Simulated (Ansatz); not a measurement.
A relaxation computed with Ansatz, from input to last step.

```yaml
crystal:
  lattice:
    - [-1.9116059333, 1.9116059333, 1.9116059333]
    - [1.9116059333, -1.9116059333, 1.9116059333]
    - [1.9116059333, 1.9116059333, -1.9116059333]
  atoms:
    - { symbol: Tl, position: [0.0, 0.0, 0.0] }
basis:
  ecutwfc: 420
kpoints:
  mp_grid: { grid: [16, 16, 16] }
hamiltonian:
  xc: pbe
scf:
  occupations: { method: gaussian, width: 0.1 }
output:
  forces: true
  stress: true
  eigenvalues: true
relax:
  adjacent_minimum: "off"
  f_tol: 0.01
  max_steps: 60
  cell: { stress_tol: 0.1 }
```

```bash
ansatz run input.yaml --threads 1 --pin off --max-ram 2560MiB --backend cpu --events-out ev --progress --plain --runs-dir out
```

All numbers below come from DFT PBE, scalar-relativistic, plane waves, PAW in Ansatz 0.2.0.

Of 5 frames 5 are shown, positions in Å and forces in eV/Å; the SCF threshold varies from step to step. Steps run on the plane waves of an earlier cell, with a Pulay correction in the pressure. The basis is chosen afresh for the last frame, the zero of the energies, and at times for earlier ones too; energy and pressure step there, also at an unchanged geometry.

```xyz
1
Lattice="-1.9116 1.9116 1.9116 1.9116 -1.9116 1.9116 1.9116 1.9116 -1.9116" Properties=species:S:1:pos:R:3:forces:R:3 pbc="T T T" step=1 free_energy_over_end_meV_per_atom=39.67 pressure_GPa=4.21
Tl    0.0000    0.0000    0.0000    0.0000    0.0000    0.0000
1
Lattice="-1.9702 1.9702 1.9702 1.9702 -1.9702 1.9702 1.9702 1.9702 -1.9702" Properties=species:S:1:pos:R:3:forces:R:3 pbc="T T T" step=2 free_energy_over_end_meV_per_atom=2.36 pressure_GPa=0.73
Tl    0.0000    0.0000    0.0000    0.0000    0.0000    0.0000
1
Lattice="-1.9833 1.9833 1.9833 1.9833 -1.9833 1.9833 1.9833 1.9833 -1.9833" Properties=species:S:1:pos:R:3:forces:R:3 pbc="T T T" step=3 free_energy_over_end_meV_per_atom=0.84 pressure_GPa=0.16
Tl    0.0000    0.0000    0.0000    0.0000    0.0000    0.0000
1
Lattice="-1.9872 1.9872 1.9872 1.9872 -1.9872 1.9872 1.9872 1.9872 -1.9872" Properties=species:S:1:pos:R:3:forces:R:3 pbc="T T T" step=4 free_energy_over_end_meV_per_atom=0.78 pressure_GPa=0.01
Tl    0.0000    0.0000    0.0000    0.0000    0.0000    0.0000
1
Lattice="-1.9872 1.9872 1.9872 1.9872 -1.9872 1.9872 1.9872 1.9872 -1.9872" Properties=species:S:1:pos:R:3:forces:R:3 pbc="T T T" step=5 free_energy_over_end_meV_per_atom=0.00 pressure_GPa=-0.01
Tl    0.0000    0.0000    0.0000    0.0000    0.0000    0.0000
```

It took 22 s on 1 thread of AMD EPYC 7R43 64-Core Processor (Zen 3) (shared host), peak memory 0.4 GiB.

Spin–orbit coupling is left out, which can shift energies with elements as heavy as these.